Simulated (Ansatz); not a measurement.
## What moves the field gradients of TaN?

Cell of run 1: a structure deposited in the COD.

```
Ta N
1.0
     2.93800    0.00000    0.00000
    -1.46900    2.54438    0.00000
     0.00000    0.00000    2.88300
Ta N
1 1
Direct
  0.33333 0.66667 0.50000
  0.00000 0.00000 0.00000
```

Atoms are numbered from 1 in the order listed; like atoms form one site, named after its first atom.

Relaxed positions (PBE, cell held):

```
CELL_PARAMETERS angstrom
2.93800 0.00000 0.00000
-1.46900 2.54438 0.00000
0.00000 0.00000 2.88300
ATOMIC_POSITIONS crystal
Ta 0.33333 0.66667 0.50000
N 0.00000 0.00000 0.00000
```

All runs are DFT with Ansatz 0.2.0 (plane waves and PAW, scalar-relativistic unless spin–orbit coupling is named, Γ-centred meshes, Fermi–Dirac smearing where given) in this cell. Start moments of run 1 as typed (μB): 2 on each Ta, none on the rest.

Run 1: PBE, with a start moment, atoms as given; 420 eV, 18×18×16 k-points, smearing 0.05 eV.
Run 2: r2SCAN, with a start moment, at the relaxed atoms; 500 eV, 18×18×16 k-points, smearing 0.05 eV.
Run 3: PBE with spin–orbit coupling, with a start moment, at the relaxed atoms; 420 eV, 18×18×16 k-points, smearing 0.05 eV.
Run 4: LDA, with a start moment, at the relaxed atoms; 420 eV, 18×18×16 k-points, smearing 0.05 eV.
Run 5: PBEsol, with a start moment, at the relaxed atoms; 420 eV, 18×18×16 k-points, smearing 0.05 eV.

| run | Ta V_zz (η) | N V_zz (η) |
| --- | --- | --- |
| 1 | 5.22 (0.00) | 0.099 (0.00) |
| 2 | 4.20 (0.00) | 0.078 (0.00) |
| 3 | ? | ? |
| 4 | 5.00 (0.00) | 0.055 (0.00) |
| 5 | 5.10 (0.00) | 0.078 (0.00) |

V_zz in 10²¹ V/m².

**Question.** Estimate the row of run 3.

**Answer.** Ta: 6.05 (0.00); N: 0.14 (0.00). It lies nearest to run 1, from whose tensors on these sites it differs by 0.83 at most (largest principal value of the difference, on Ta). Taken one at a time, the functional (between the two that differ most) moves the tensors on these sites by up to 1.02 (largest principal value of the change, on Ta), spin–orbit coupling by 0.83 (Ta). Without a gap such differences can lie within the error of the k-mesh, so this order isn't firm.

With these PAW files V_zz is typically within 2 to 3 % of all-electron values, but misses above 10 % occur on Ta. Semilocal functionals make gaps too small and can close them, so the real compound need not be a metal. In run 2 the program didn't check the stability of the electronic state in full, so a lower one may lie near. In runs 1, 2, 3, 4, 5 there is no gap above 0.1 eV, so the gradients can move by 10 % or more with the k-mesh. In runs 1, 2, 3, 4, 5 the start moments die out. The cell isn't the equilibrium one in run 4 (calculated pressure -12 GPa), and the entry's cell may itself be off.
